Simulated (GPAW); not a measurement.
Entries from a set of simulations; values are calculated unless marked as measured.

```cif
data_rbcl
_symmetry_space_group_name_H-M 'Fm-3m'
_symmetry_Int_Tables_number 225
_cell_length_a 6.5790
_cell_length_b 6.5790
_cell_length_c 6.5790
_cell_angle_alpha 90.000
_cell_angle_beta 90.000
_cell_angle_gamma 90.000
_cell_volume 284.76
loop_
_atom_site_label
_atom_site_type_symbol
_atom_site_symmetry_multiplicity
_atom_site_Wyckoff_symbol
_atom_site_fract_x
_atom_site_fract_y
_atom_site_fract_z
_atom_site_occupancy
Rb1 Rb 4 a 0.00000 0.00000 0.00000 1
Cl1 Cl 4 b 0.50000 0.00000 0.00000 1
_calc_subject 'Quasiparticle gap of RbCl (Fm-3m) in GPAW'
_calc_method 'DFT, PBE, plane waves, PAW (and 1 further level or step)'
_calc_program 'GPAW 26.7.0'
_calc_settings_of_one_run 'cutoff 450 eV, GPAW PAW setups 1.2.1 data release, 4×4×4 k-mesh, nbands 1068'
_calc_cost '4 runs, 4.6 min in all on 8 MPI ranks of Intel Xeon 6975P-C (Granite Rapids), shared host (the runs of this entry)'
_calc_notes 'The cell and positions come from the Crystallography Open Database and are kept as given unless a step says otherwise. Limits: no spin-orbit coupling. Bands and cutoff are finite, so the gap is not at the basis limit. The miss can reach some tenths of an eV and take either sign; the mesh is an error of its own.'
_calc_pbe_gap '5.01 eV, direct'
_calc_g0w0_gap_on_the_mesh '7.74 eV'
_calc_gw_settings '4×4×4 mesh, 491 bands, screening to 210 eV, Godby-Needs plasmon pole'
_calc_known_limits 'not at the basis limit; no spin-orbit coupling'
```

[Paths, hosts, dates, memory and timing lines, banners, echoed tables and standing remarks are left out of the program output.]

[Logs are printed without paths, hosts, clocks, repeated set-up lines and the standing remarks that a program may print on its own settings, such as how far it seeks lower states.]

[Runs of the session that timed out or met a known fault of the program may be left out.]

[Hosts, paths, dates, database ids (printed as entryN), source tags and the programs' standing remarks are cut or masked in the printed files.]
